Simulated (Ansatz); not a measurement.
Au:

```xyz
2
Lattice="1.4113 -2.5559 0.0000 1.4113 2.5559 0.0000 0.0000 0.0000 4.8932" Properties=species:S:1:pos:R:3 pbc="T T T"
Au    1.4113    0.8451    1.2233
Au    1.4113   -0.8451    3.6699
```

This isn't the form of Au at room conditions, which is fcc.

Base run:

* Program: Ansatz 0.2.0
* Functional: PBEsol
* Potentials or basis: all-electron LAPW, scalar-relativistic
* Cutoff: 261 eV
* Density cutoff: 1043 eV
* Basis error allowed: 0.001 eV/atom
* k mesh: 11 × 11 × 6
* Occupations: fermi-dirac, width 0.05 eV
* Spin: no spin polarisation

Its results: pressure -5.3 GPa; largest force 0.021 eV/Å.

Problem. The run is repeated on the same cell with these changes: k mesh from 11 × 11 × 6 to 8 × 8 × 4. What comes out?

Solution. Pressure -4.8 GPa; largest force 0.008 eV/Å.

Caveats: the k mesh is thin for a metal, which can move the energy by tens of meV per atom (some runs).

Not every run made on this cell is shown here.
